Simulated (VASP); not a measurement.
Runs of VASP 6.6.1 on BN. It takes space group R3m (No. 160, trigonal). The conventional cell has a = 2.502 Å, b = 2.502 Å, c = 10.119 Å, α = 90.00°, β = 90.00°, γ = 120.00°. N (site symmetry 3m) has 3 B at 1.44 Å as nearest neighbours. B (site symmetry 3m) has 3 N at 1.44 Å as nearest neighbours. The cell is a database's computed one.

```tsv
task	level	smearing	gap on the mesh (eV)	pressure (GPa)	largest force (eV/Å)
band structure	rSCAN	fermi-dirac 0.05 eV	4.79	-1.5	0.01
band structure	SCAN	fermi-dirac 0.05 eV	(a)	-1.3	0.01
single point	PBE	gaussian 0.012 eV	4.28	3.6	-
band structure	TPSS	fermi-dirac 0.05 eV	4.41	3.4	0.01
band structure	r2SCAN	fermi-dirac 0.05 eV	(b)	0.1	0.01
```

Alike in all rows: potentials or basis VASP PAW PBE potentials, release 64 (N, B); no spin polarisation; cell as given; k mesh 12 × 12 × 12; cutoff (eV) 520.

Task: Estimate the missing entries.

Result: (a) 4.75; (b) 4.84.

Caveats: the PAW data sets were made with another functional, which shifts forces and pressure a little (some runs).

A k mesh can miss the band edges.
